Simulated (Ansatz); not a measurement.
# ZnS: the cost of one run

Method: DFT PBEsol, frozen-core PAW, scalar-relativistic unless said, in Ansatz 0.2.0.

The COD entry's cell or inner coordinates are ideal or old and differ from later refinements, so a difference from it is no clean test against experiment.

1 further run of the same task is left out (set aside as unsound or not needed).

## (1) The structure to begin with

The structure is cubic, space group F-43m (No. 216). Conventional cell: a = 5.404 Å, b = 5.404 Å, c = 5.404 Å, α = 90.00°, β = 90.00°, γ = 90.00°. Zn (site symmetry -43m) is surrounded by 4 S at 2.34 Å. S (site symmetry -43m) is surrounded by 4 Zn at 2.34 Å.

As a file:

```cif
data_structure
_symmetry_space_group_name_H-M 'F-43m'
_symmetry_Int_Tables_number 216
_cell_length_a 5.4040
_cell_length_b 5.4040
_cell_length_c 5.4040
_cell_angle_alpha 90.000
_cell_angle_beta 90.000
_cell_angle_gamma 90.000
_cell_volume 157.81
loop_
_atom_site_label
_atom_site_type_symbol
_atom_site_symmetry_multiplicity
_atom_site_Wyckoff_symbol
_atom_site_fract_x
_atom_site_fract_y
_atom_site_fract_z
_atom_site_occupancy
Zn1 Zn 4 c 0.25000 0.25000 0.25000 1
S1 S 4 a 0.00000 0.00000 0.00000 1
```

Cartesian axes are those of the input's lattice vectors. The structure goes back to a database entry.

## (2) Cell and atoms relaxed, PAW

input.yaml

```yaml
crystal:
  lattice:
    - [0.0, 2.702, 2.702]
    - [2.702, 0.0, 2.702]
    - [2.702, 2.702, 0.0]
  atoms:
    - { symbol: Zn, position: [0.75, 0.75, 0.75] }
    - { symbol: S, position: [0.0, 0.0, 0.0] }
kpoints:
  mp_grid: { grid: [12, 12, 12] }
scf:
  occupations: { method: fermi_dirac, width: 0.1 }
hamiltonian:
  xc: pbesol
  pseudopotentials: { kind: paw }
relax:
  f_tol: 0.002
  max_steps: 80
  cell: {}
output:
  forces: true
  stress: true
```

Launch:

```sh
$ ansatz run input.yaml --threads 1 --pin off --max-ram 3072MiB --backend cpu --events-out ev --progress --plain --runs-dir out
```

Q: Estimate wall time and peak memory on 1 thread of AMD EPYC 7R43 (Zen 3), shared host.

About 15 s, with a peak of 0.41 GiB.
